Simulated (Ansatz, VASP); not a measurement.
# Ca: VASP beside Ansatz

Contents of INCAR:

```
PREC = Accurate ; ENCUT = 520
EDIFF = 1E-6 ; ISMEAR = 0
SIGMA = 0.15 ; LREAL = False
LASPH = True ; NELM = 80
ALGO = Fast ; ISIF = 2
LWAVE = False ; LCHARG = False
GGA = PE ; NBANDS = 11
```

KPOINTS

```
regular mesh
0
Gamma
  18 18 18
```

The input POSCAR:

```
Ca
1.0
   -2.1362466162      2.1362466162      2.3401848537
    2.1362466162     -2.1362466162      2.3401848537
    2.1362466162      2.1362466162     -2.3401848537
Ca
1
Direct
    0.5000000000      0.5000000000      0.0000000000
```

Input for Ansatz:

```yaml
crystal:
  lattice:
    - [-2.1362466162, 2.1362466162, 2.3401848537]
    - [2.1362466162, -2.1362466162, 2.3401848537]
    - [2.1362466162, 2.1362466162, -2.3401848537]
  atoms:
    - { symbol: Ca, position: [0.5, 0.5, 0.0] }
basis:
  ecutwfc: 420
kpoints:
  mp_grid: { grid: [18, 18, 18] }
hamiltonian:
  xc: pbe
scf:
  occupations: { method: gaussian, width: 0.15 }
output:
  forces: true
  stress: true
  eigenvalues: true
```

Alike in both runs: task single point; functional PBE; k mesh 18 × 18 × 18; occupations gaussian, width 0.15 eV; no spin polarisation.

```csv
,VASP,Ansatz
version,VASP 6.6.1,Ansatz 0.2.0
potentials or method,"VASP PAW PBE potentials, release 64 (Ca_sv)","scalar-relativistic, plane waves, PAW"
plane-wave cutoff (eV),520,420
valence electrons in the cell,10,10
```

|  | VASP | Ansatz | Ansatz less VASP |
| --- | --- | --- | --- |
| gap on the k mesh at the Fermi level (eV) | none | none | - |
| pressure (GPa) | -0.2 | -0.2 | -0.01 |
| largest component of the traceless stress (GPa) | 0.15 | 0.15 | 0.000 |

A gap of «none» marks a metal or a gap that the smearing closes. With one functional, cell and mesh, what is left measures potentials, basis and numerics.
